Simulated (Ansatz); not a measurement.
**MnAs: a fit and a missing row**

MnAs, P6_3/mmc, a = 3.656 Å, c = 5.502 Å. The structure is a COD entry; whether it is the stable form wasn't checked. Ansatz: PBE, PAW, 420 eV, Γ-centred 12×12×8 mesh on 4 atoms, Gaussian smearing 0.10 eV; collinear spin, largest moment 2.9 μB. Shape and atoms are relaxed at each volume; pressure is positive in compression.

| V (Å³/atom) | P (GPa) |
| --- | --- |
| 14.013 | 12.93 |
| 14.491 | 8.75 |
| 14.968 | 5.45 |
| 15.446 | 2.39 |
| 15.924 | -0.02 |
| 16.402 | -1.80 |
| 16.879 | ? |
| 17.516 | -5.04 |

Problem. Take V0 = 15.924 Å³/atom, count pressures from its P0 = -0.02 GPa, fit the third-order Birch–Murnaghan form to the other rows, and predict the missing pressure.

Solution. With the Eulerian strain f = ½[(V0/V)^(2/3) − 1] and y = (P − P0)/[3f(1 + 2f)^(5/2)], the form is the line y = B0 + 1.5 B0 (B0′ − 4) f. Rows (f, y): 0.04448, 78.4; 0.03244, 77.0; 0.02107, 78.1; 0.01026, 74.4; -0.00976, 63.9; -0.03077, 63.7. Means f = 0.01129, y = 72.583; Σ(Δf)² = 0.003858, ΣΔfΔy = 0.8950; the slope is their ratio. y = 69.96 + 232.0 f GPa, so B0 = 70.0 GPa and B0′ = 4 + 2 × (232.0)/(3 × 69.96) = 6.21. At V = 16.879, f = -0.01904, y = 65.54 and P = -3.42 GPa. The run gave -3.14 GPa, so the fit is 0.28 GPa too low, within twice the rms miss on the fitted rows (0.17 GPa). Note that the largest moment runs from 2.18 to 3.28 μB along the series.

The largest moment runs from 2.18 to 3.28 μB along the series, so B0 and B0′ hold the change of the moment too.

Only parallel moments were tried here.